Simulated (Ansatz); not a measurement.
HfN: density of states with PBEsol+U

Crystal: HfN.

```
Hf N
1.0
     0.00000    2.25600    2.25600
     2.25600    0.00000    2.25600
     2.25600    2.25600    0.00000
Hf N
1 1
Direct
  0.00000 0.00000 0.00000
  0.50000 0.50000 0.50000
```

```yaml
Program: Ansatz 0.2.0
Task: density of states
Functional: PBEsol
Potentials_or_basis: all-electron LAPW, scalar-relativistic
Cutoff: 343 eV (chosen from the basis error)
Basis_error_allowed: 0.001 eV/atom
k_mesh: 10 × 10 × 10
Occupations: fermi-dirac, width 0.05 eV
Spin: no spin polarisation
Hubbard_terms: Hf d U = 2 eV
```

- Pressure: 0.9 GPa
- Band gap on the k mesh: none (metal or under the smearing width)

Levels at points of the mesh, in eV from the Fermi level:
| k point | band 23 | band 24 | band 25 | band 26 | band 27 | band 28 |
| --- | --- | --- | --- | --- | --- | --- |
| (0.00, 0.00, 0.00) | -3.10 | -3.10 | -0.38 | -0.38 | -0.38 | 1.52 |
| (0.00, 0.00, -0.50) | -6.31 | -6.31 | 3.19 | 3.70 | 3.70 | 4.10 |
| (0.00, -0.50, -0.50) | -3.85 | -3.83 | -3.83 | 4.14 | 5.51 | 5.55 |

States per cell in windows of 0.5 eV (zero at the Fermi level; states under -8 eV left out):
| from (eV) | total |
| --- | --- |
| -8.0 | 0.42 |
| -7.5 | 0.51 |
| -7.0 | 0.39 |
| -6.5 | 0.47 |
| -6.0 | 1.71 |
| -5.5 | 1.07 |
| -5.0 | 0.66 |
| -4.5 | 0.39 |
| -4.0 | 0.11 |
| -3.5 | 0.03 |
| -3.0 | 0.05 |
| -2.5 | 0.09 |
| -2.0 | 0.13 |
| -1.5 | 0.17 |
| -1.0 | 0.21 |
| -0.5 | 0.29 |
| 0.0 | 0.34 |
| 0.5 | 0.38 |
| 1.0 | 0.35 |
| 1.5 | 0.35 |
| 2.0 | 0.48 |
| 2.5 | 0.64 |
| 3.0 | 0.88 |
| 3.5 | 0.95 |
| 4.0 | 0.83 |
| 4.5 | 0.83 |
| 5.0 | 0.94 |
| 5.5 | 0.77 |
| 6.0 | 0.44 |
| 6.5 | 0.39 |
| 7.0 | 0.36 |
| 7.5 | 0.37 |

Wall time 12 s on 1 thread of Intel(R) Xeon(R) Platinum 8488C (Sapphire Rapids), on a shared host, peak memory 0.38 GiB.

Caveat: U is the effective U less J, on atomic orbitals that reach past the spheres; U without spin polarisation on a metal has little footing. The run has no spin-orbit coupling, so splittings on Hf are missing.
